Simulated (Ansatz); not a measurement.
Theory: DFT PBE, scalar-relativistic, plane waves, PAW (Ansatz 0.2.0). All cells share a 420 eV cutoff and Γ-centred k meshes spaced at most about 0.3 Å⁻¹ (about 0.25 or finer for metals, 2π included). No spin polarisation in the final relaxations.

All energies are static (0 K, no zero-point motion). All come from trial cells, and lower structures may exist.

Question: These unrelaxed guesses for B are each relaxed within their symmetry. Order them by the energy at which they end, lowest first.
1.

```
B
1.0
     1.54379   -2.71132    0.00000
     1.54379    2.71132    0.00000
     0.00000    0.00000    2.92352
B
4
Direct
  0.75000 0.25000 0.35541
  0.25000 0.75000 0.64459
  0.00000 0.00000 0.00000
  0.50000 0.50000 0.00000
```

2.

```
B
1.0
     1.31791   -2.28267    0.00000
     1.31791    2.28267    0.00000
     0.00000    0.00000    6.25132
B
6
Direct
  0.00000 0.50000 0.33333
  0.50000 0.00000 0.66667
  0.50000 0.00000 0.16667
  0.00000 0.50000 0.83333
  0.00000 0.00000 0.50000
  0.50000 0.50000 0.00000
```

Answer: 1 (ends in Cmme, 0 meV/atom), 2 (ends in Ccce, 45 meV/atom).

Cells relaxed within their symmetry can be saddle points. The part of the Crystallography Open Database at hand lists B in space groups No. 58, 134, 166; no cell shown has one of them. Some structure types and database cells were kept out of the candidates from the start, so a known form may be missing.
